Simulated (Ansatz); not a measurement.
# Al, dhcp: how the functional moves the structure

All rows: Ansatz, plane waves with scalar-relativistic PAW, 420 eV (500 eV for the SCAN forms), relaxed under each functional, no dispersion correction, no zero-point motion. B₀ comes from uniform scaling at fixed shape; a dash is a value not given.

```json
{"functional": "PBE", "V (Å³/atom)": "16.56", "cell": "a = 2.845 Å, c = 9.454 Å (c/a = 3.324)", "B₀ (GPa)": "77", "magnetic state": "spin not included", "ΔE to fcc (meV/atom)": "15"}
{"functional": "r²SCAN", "V (Å³/atom)": "15.97", "cell": "a = 2.823 Å, c = 9.255 Å (c/a = 3.278)", "B₀ (GPa)": "91", "magnetic state": "spin not included", "ΔE to fcc (meV/atom)": "17"}
{"functional": "PBEsol", "V (Å³/atom)": "16.24", "cell": "a = 2.829 Å, c = 9.371 Å (c/a = 3.312)", "B₀ (GPa)": "82", "magnetic state": "spin not included", "ΔE to fcc (meV/atom)": "15"}
{"functional": "LDA", "V (Å³/atom)": "15.87", "cell": "a = 2.806 Å, c = 9.305 Å (c/a = 3.316)", "B₀ (GPa)": "83", "magnetic state": "spin not included", "ΔE to fcc (meV/atom)": "15"}
{"functional": "revPBE", "V (Å³/atom)": "16.80", "cell": "a = 2.859 Å, c = 9.489 Å (c/a = 3.319)", "B₀ (GPa)": "75", "magnetic state": "spin not included", "ΔE to fcc (meV/atom)": "15"}
{"functional": "RPBE", "V (Å³/atom)": "16.87", "cell": "a = 2.863 Å, c = 9.502 Å (c/a = 3.318)", "B₀ (GPa)": "75", "magnetic state": "spin not included", "ΔE to fcc (meV/atom)": "14"}
{"functional": "BLYP", "V (Å³/atom)": "17.51", "cell": "a = 2.883 Å, c = 9.733 Å (c/a = 3.377)", "B₀ (GPa)": "54", "magnetic state": "spin not included", "ΔE to fcc (meV/atom)": "15"}
```

LDA gives the smallest volume and BLYP the largest.
